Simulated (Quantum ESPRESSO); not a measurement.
## TiTe under changes of volume

One of the cells (20.463 Å³/atom); the others are scaled copies at fixed shape and fractional positions:

```
CELL_PARAMETERS angstrom
3.84200 0.00000 0.00000
-1.92100 3.32727 0.00000
0.00000 0.00000 6.40300
ATOMIC_POSITIONS crystal
Te 0.66667 0.33333 0.75000
Te 0.33333 0.66667 0.25000
Ti 0.00000 0.00000 0.50000
Ti 0.00000 0.00000 0.00000
```

* Program: Quantum ESPRESSO 7.5
* Functional: PBEsol
* Potentials or basis: GBRV 1.5 PBEsol
* Cutoff: 612 eV
* Density cutoff: 4898 eV
* k mesh: 8 × 8 × 4
* Occupations: fermi-dirac, width 0.05 eV
* Spin: no spin polarisation

```tsv
volume (Å³/atom)	energy over the lowest point (meV/atom)	pressure (GPa)
19.235	65.19	11.8
19.644	?	?
20.054	20.28	6.1
20.463	7.90	3.7
20.872	1.33	1.6
21.281	0.00	-0.4
21.691	3.38	-2.1
```

Question: What does the run at 19.644 Å³/atom give?

Answer: Energy over the lowest point 39.14 meV/atom; pressure 8.8 GPa.

Worked out: A Birch-Murnaghan fit of order 3 (a polynomial in V^(-2/3)) to the other rows has its minimum at 21.19 Å³/atom with B0 = V·E''(V) = 98 GPa and B' = 4.4 at fixed shape and positions, which overstates the stiffness. It gives 39.16 meV/atom at 19.644 Å³/atom, against the run's 39.14, and -dE/dV = 8.7 GPa, against 8.8.

Energies are extrapolated to zero smearing.
